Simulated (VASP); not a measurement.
# AgCl in VASP: one cell, several levels of theory, part 2 of 2

VASP 6.6.1, plane waves, PAW. The steps go on from the part before.

**3. r2SCAN**

INCAR

```
ENCUT = 520.000000
SIGMA = 0.010000
EDIFF = 1.00e-07
ALGO = Normal
METAGGA = R2SCAN
PREC = Accurate
IBRION = -1
ISIF = 2
ISMEAR = 0
NBANDS = 16
NELM = 120
NSW = 0
LASPH = .TRUE.
LCHARG = .FALSE.
LWAVE = .FALSE.
LREAL = .FALSE.
```

KPOINTS

```
KPOINTS created by Atomic Simulation Environment
0
Gamma
8 8 8
0 0 0
```

KPOINTS_OPT

```
special points
8
Reciprocal
0.0000000000 0.0000000000 0.0000000000 1
0.5000000000 0.0000000000 0.5000000000 1
0.6250000000 0.2500000000 0.6250000000 1
0.3750000000 0.3750000000 0.7500000000 1
0.5000000000 0.5000000000 0.5000000000 1
0.5000000000 0.2500000000 0.7500000000 1
0.0375000000 0.0375000000 0.0750000000 1
0.0000000000 0.0000000000 0.5000000000 1
```

POSCAR

```
Ag Cl
 1.0000000000000000
     0.0000000000000000    2.7731838141999998    2.7731838141999998
     2.8638669248999999    0.0000000000000000    2.7731838141999998
     2.8638669248999999    2.7731838141999998    0.0000000000000000
 Ag  Cl
   1   1
Cartesian
  0.0000000000000000  0.0000000000000000  0.0000000000000000
  2.8638669248999999  2.7731838141999994  2.7731838141999994
```

Command:

```
mpirun -np 1 vasp_std
```

Standard output, without the iteration lines:

```text
POSCAR found type information on POSCAR AgCl
 POSCAR found :  2 types and       2 ions
 -----------------------------------------------------------------------------
|                                                                             |
|                                                                             |
|     You enforced a specific xc type in the INCAR file but a different       |
|     I HOPE YOU KNOW WHAT YOU ARE DOING!                                     |
|                                                                             |
 -----------------------------------------------------------------------------

 LDA part: xc-table for (None), standard interpolation
 POSCAR, INCAR and KPOINTS ok, starting setup
 FFT: planning ... GRIDC
 FFT: planning ... GRID_SOFT
 FFT: planning ... GRID
 WAVECAR not read
 entering main loop
 Start KPOINTS_OPT (optional k-point list driver)
k-point batch [1-8\8]
```

OSZICAR:

```text
N       E                     dE             d eps       ncg     rms          rms(c)
DAV:   1     0.762002725997E+02    0.76200E+02   -0.87831E+03  1896   0.104E+03
DAV:   2    -0.298046348789E+02   -0.10600E+03   -0.97466E+02  2352   0.225E+02
DAV:   3    -0.336907578212E+02   -0.38861E+01   -0.38769E+01  2344   0.459E+01
DAV:   4    -0.337194081319E+02   -0.28650E-01   -0.28647E-01  2424   0.422E+00
DAV:   5    -0.337198551064E+02   -0.44697E-03   -0.44697E-03  2376   0.526E-01    0.598E+00
DAV:   6    -0.287050989138E+02    0.50148E+01   -0.36472E+00  1912   0.201E+01    0.590E+00
DAV:   7    -0.286458969289E+02    0.59202E-01   -0.16719E-01  2368   0.405E+00    0.383E+00
DAV:   8    -0.286330742634E+02    0.12823E-01   -0.11719E-01  2160   0.383E+00    0.801E-01
DAV:   9    -0.286351695273E+02   -0.20953E-02   -0.59070E-03  2576   0.732E-01    0.394E-01
DAV:  10    -0.286344448737E+02    0.72465E-03   -0.20547E-03  2264   0.496E-01    0.997E-02
DAV:  11    -0.286344815058E+02   -0.36632E-04   -0.50706E-04  2376   0.180E-01    0.544E-02
DAV:  12    -0.286344679177E+02    0.13588E-04   -0.38123E-05  2376   0.729E-02    0.219E-02
DAV:  13    -0.286344682710E+02   -0.35324E-06   -0.14235E-05  2216   0.390E-02    0.119E-03
DAV:  14    -0.286344684967E+02   -0.22575E-06   -0.26878E-07  2512   0.465E-03    0.152E-03
DAV:  15    -0.286344684406E+02    0.56132E-07   -0.50711E-08  1320   0.252E-03
   1 F= -.28634468E+02 E0= -.28634468E+02  d E =-.499232E-30
       N       E                     dE             ncg
DAV:   1     0.212617663989E+04   -0.30323E+04      256
DAV:   2     0.127161408912E+04   -0.85456E+03      328
DAV:   3     0.124254851543E+04   -0.29066E+02      320
DAV:   4     0.124234254525E+04   -0.20597E+00      328
DAV:   5     0.124233931701E+04   -0.32282E-02      328
DAV:   6     0.124233924529E+04   -0.71725E-04      328
DAV:   7     0.124233924343E+04   -0.18532E-05      312
DAV:   8     0.124233924339E+04   -0.41819E-07      288
```

OUTCAR, selected sections:

```text
k-points           NKPTS =     59   k-points in BZ     NKDIM =     59   number of bands    NBANDS=     16

   NELECT =      18.0000    total number of electrons

   dimension x,y,z NGX =    30 NGY =   30 NGZ =   30
   dimension x,y,z NGXF=    60 NGYF=   60 NGZF=   60

  energy-cutoff  :      520.00
  volume of cell :       44.05
      direct lattice vectors                 reciprocal lattice vectors
     0.000000000  2.773183814  2.773183814    -0.174589118  0.180298182  0.180298182
     2.863866925  0.000000000  2.773183814     0.174589118 -0.180298182  0.180298182
     2.863866925  2.773183814  0.000000000     0.174589118  0.180298182 -0.180298182

 k-points in reciprocal lattice and weights: KPOINTS created by Atomic Simulation Env
   0.00000000  0.00000000  0.00000000       0.002
   0.12500000 -0.00000000 -0.00000000       0.016
   0.25000000 -0.00000000 -0.00000000       0.016
   0.37500000 -0.00000000 -0.00000000       0.016
   0.50000000 -0.00000000 -0.00000000       0.008
   0.12500000  0.12500000  0.00000000       0.008
   0.25000000  0.12500000 -0.00000000       0.031
   0.37500000  0.12500000 -0.00000000       0.031
[... 51 more k-points ...]

 E-fermi :   3.3122

 k-point     1 :       0.0000    0.0000    0.0000
  band No.  band energies     occupation
      1     -12.4696      2.00000
      2       0.7786      2.00000
      3       0.7884      2.00000
      4       0.7884      2.00000
      5       0.8441      2.00000
      6       0.8441      2.00000
      7       0.8708      2.00000
      8       0.8716      2.00000
      9       0.8820      2.00000
     10       4.5635      0.00000
     11      14.4249      0.00000
     12      14.5168      0.00000
     13      14.5168      0.00000
     14      15.9254      0.00000
     15      16.6557      0.00000
     16      17.2033      0.00000

 k-point     2 :       0.1250   -0.0000   -0.0000
  band No.  band energies     occupation
      1     -12.4150      2.00000
      2       0.0515      2.00000
      3       0.0919      2.00000
      4       0.1772      2.00000
      5       0.8581      2.00000
      6       0.8884      2.00000
      7       1.0819      2.00000
      8       1.6144      2.00000
      9       1.6414      2.00000
     10       5.2312      0.00000
     11      13.0990      0.00000
     12      14.0806      0.00000
     13      14.3112      0.00000
     14      15.6117      0.00000
     15      15.9099      0.00000
     16      16.4584      0.00000

 k-point     3 :       0.2500   -0.0000   -0.0000
  band No.  band energies     occupation
      1     -12.2784      2.00000
      2      -0.9243      2.00000
      3      -0.4866      2.00000
      4      -0.3916      2.00000
      5       0.9820      2.00000
      6       0.9934      2.00000
      7       1.2387      2.00000
      8       2.3154      2.00000
      9       2.4170      2.00000
     10       6.5315      0.00000
     11      11.4316      0.00000
     12      12.7867      0.00000
     13      13.1334      0.00000
     14      15.9180      0.00000
     15      15.9883      0.00000
     16      16.3138      0.00000

 k-point     4 :       0.3750   -0.0000   -0.0000
  band No.  band energies     occupation
      1     -12.1341      2.00000
      2      -1.6725      2.00000
      3      -0.8546      2.00000
      4      -0.7501      2.00000
      5       1.1016      2.00000
      6       1.1106      2.00000
      7       1.3924      2.00000
      8       2.8322      2.00000
      9       3.0071      2.00000
     10       7.5910      0.00000
     11      10.3793      0.00000
     12      11.7163      0.00000
     13      12.0358      0.00000
     14      16.4676      0.00000
     15      16.8361      0.00000
     16      17.0078      0.00000

 k-point     5 :       0.5000   -0.0000   -0.0000
  band No.  band energies     occupation
      1     -12.0719      2.00000
      2      -1.9477      2.00000
      3      -0.9807      2.00000
      4      -0.8732      2.00000
      5       1.1474      2.00000
      6       1.1653      2.00000
      7       1.4634      2.00000
      8       3.0272      2.00000
      9       3.2349      2.00000
     10       7.9141      0.00000
     11      10.1247      0.00000
     12      11.3123      0.00000
     13      11.6227      0.00000
     14      17.0764      0.00000
     15      17.4221      0.00000
     16      17.6282      0.00000

 k-point     6 :       0.1250    0.1250    0.0000
  band No.  band energies     occupation
      1     -12.3956      2.00000
      2      -0.4603      2.00000
      3       0.3365      2.00000
      4       0.4291      2.00000
      5       0.7988      2.00000
      6       0.8980      2.00000
      7       1.2282      2.00000
      8       1.2972      2.00000
      9       1.7110      2.00000
     10       5.5280      0.00000
     11      13.3686      0.00000
     12      13.8687      0.00000
     13      13.8982      0.00000
     14      14.0336      0.00000
     15      17.4763      0.00000
     16      17.7041      0.00000

 k-point     7 :       0.2500    0.1250   -0.0000
  band No.  band energies     occupation
      1     -12.2894      2.00000
      2      -1.0216      2.00000
      3      -0.1725      2.00000
      4      -0.0431      2.00000
      5       0.8489      2.00000
      6       1.0075      2.00000
      7       1.3096      2.00000
      8       1.7233      2.00000
      9       2.2606      2.00000
     10       6.6031      0.00000
     11      11.7980      0.00000
     12      12.4969      0.00000
     13      13.4240      0.00000
     14      14.5388      0.00000
     15      17.1107      0.00000
     16      17.7773      0.00000

 k-point     8 :       0.3750    0.1250   -0.0000
  band No.  band energies     occupation
      1     -12.1532      2.00000
      2      -1.5024      2.00000
      3      -0.7307      2.00000
      4      -0.5216      2.00000
      5       0.9757      2.00000
      6       1.1321      2.00000
      7       1.3825      2.00000
      8       2.3132      2.00000
      9       2.7663      2.00000
     10       7.6779      0.00000
     11      10.2958      0.00000
     12      11.8567      0.00000
     13      12.5549      0.00000
     14      15.4550      0.00000
     15      17.5154      0.00000
     16      17.7648      0.00000

 k-point     9 :       0.5000    0.1250   -0.0000
  band No.  band energies     occupation
      1     -12.0682      2.00000
      2      -1.7837      2.00000
      3      -0.9510      2.00000
      4      -0.7945      2.00000
      5       1.0973      2.00000
      6       1.1736      2.00000
      7       1.4350      2.00000
      8       2.7571      2.00000
      9       2.9082      2.00000
     10       8.3587      0.00000
     11       9.4484      0.00000
     12      11.6866      0.00000
     13      11.9715      0.00000
     14      16.5126      0.00000
     15      17.7065      0.00000
     16      18.3487      0.00000

 k-point    10 :      -0.3750    0.1250    0.0000
  band No.  band energies     occupation
      1     -12.0901      2.00000
      2      -1.7026      2.00000
      3      -0.8750      2.00000
      4      -0.7881      2.00000
      5       1.1081      2.00000
      6       1.1371      2.00000
      7       1.4141      2.00000
      8       2.5124      2.00000
      9       3.0455      2.00000
     10       8.2792      0.00000
     11       9.6139      0.00000
     12      11.7057      0.00000
     13      11.9025      0.00000
     14      16.5812      0.00000
     15      17.5047      0.00000
     16      17.9591      0.00000

 k-point    11 :      -0.2500    0.1250    0.0000
  band No.  band energies     occupation
      1     -12.2042      2.00000
      2      -1.2643      2.00000
      3      -0.6809      2.00000
      4      -0.3815      2.00000
      5       0.9914      2.00000
      6       1.0791      2.00000
      7       1.3434      2.00000
      8       1.9542      2.00000
      9       2.8554      2.00000
     10       7.3313      0.00000
     11      10.7801      0.00000
     12      12.0300      0.00000
     13      12.4390      0.00000
     14      15.4394      0.00000
     15      17.4340      0.00000
     16      17.6351      0.00000

 k-point    12 :      -0.1250    0.1250    0.0000
  band No.  band energies     occupation
      1     -12.3379      2.00000
      2      -0.6110      2.00000
      3      -0.3126      2.00000
      4       0.1200      2.00000
      5       0.8907      2.00000
      6       0.9963      2.00000
      7       1.3099      2.00000
      8       1.4140      2.00000
      9       2.3159      2.00000
     10       6.0813      0.00000
     11      12.5224      0.00000
     12      12.5340      0.00000
     13      13.6950      0.00000
     14      14.7549      0.00000
     15      16.6164      0.00000
     16      17.5672      0.00000

[... the tables of k-points 13 to 59 left out ...]

  Total       -0.5326616     -0.3604852     -0.3604852     -0.0000000      0.0000000     -0.0000000
  in kB      -19.3741144    -13.1116664    -13.1116664     -0.0000000      0.0000000     -0.0000000
  external PRESSURE =     -15.1991491 kB  Pullay stress =       0.0000000 kB

 POSITION                                       TOTAL-FORCE (eV/Angst)
 -----------------------------------------------------------------------------------
      0.00000      0.00000      0.00000         0.000000      0.000000     -0.000000
      2.86387      2.77318      2.77318         0.000000     -0.000000      0.000000
 -----------------------------------------------------------------------------------
    total drift:                               -0.000000      0.000000      0.000000

  FREE ENERGIE OF THE ION-ELECTRON SYSTEM (eV)
  ---------------------------------------------------
  free  energy   TOTEN  =       -28.6344684406 eV

  energy  without entropy=      -28.6344684406  energy(sigma->0) =      -28.63446844
```

Hardware: 1 MPI rank of Intel Xeon Platinum 8488C, shared host.

The levels at the points of KPOINTS_OPT are read from vasprun.xml.

Levels at the named points, in eV from the top of band v (v: the last filled band by count, c: the next):

```csv
point,v−1,v,c,c+1
Γ,-2.36,-2.35,1.33,11.19
X,-1.96,-1.87,2.87,8.22
U,-1.66,-1.12,4.03,7.56
K,-1.66,-1.12,4.03,7.56
L,-0.21,0.00,4.68,6.89
W,-1.93,-1.24,4.38,8.34
```

Gap with r2SCAN: 1.33 eV, valence top at L, conduction bottom at Γ. Least direct gap: 3.44 eV. The pressure is -1.52 GPa; the forces vanish within 0.01 eV/Å.

**4. What came out**

The summary covers parts 1 to 2.

```
 level  gap (eV)  pressure (GPa)  Ansatz: gap (eV)  Ansatz: pressure (GPa)
   PBE      0.83            0.07              0.83                    0.21
r2SCAN      1.33           -1.52              1.38                   -1.44
```

The gap spans 0.83 eV (PBE) to 1.33 eV (r2SCAN). At this one volume the pressure spans -1.5 GPa (r2SCAN) to 0.1 GPa (PBE): PBE wants the largest cell and r2SCAN the smallest. The two programs agree on the gap within 0.06 eV, far less than the spread between functionals. Each program uses its own PAW datasets and cutoff. VASP's cell holds 18 valence electrons and Ansatz's 26.
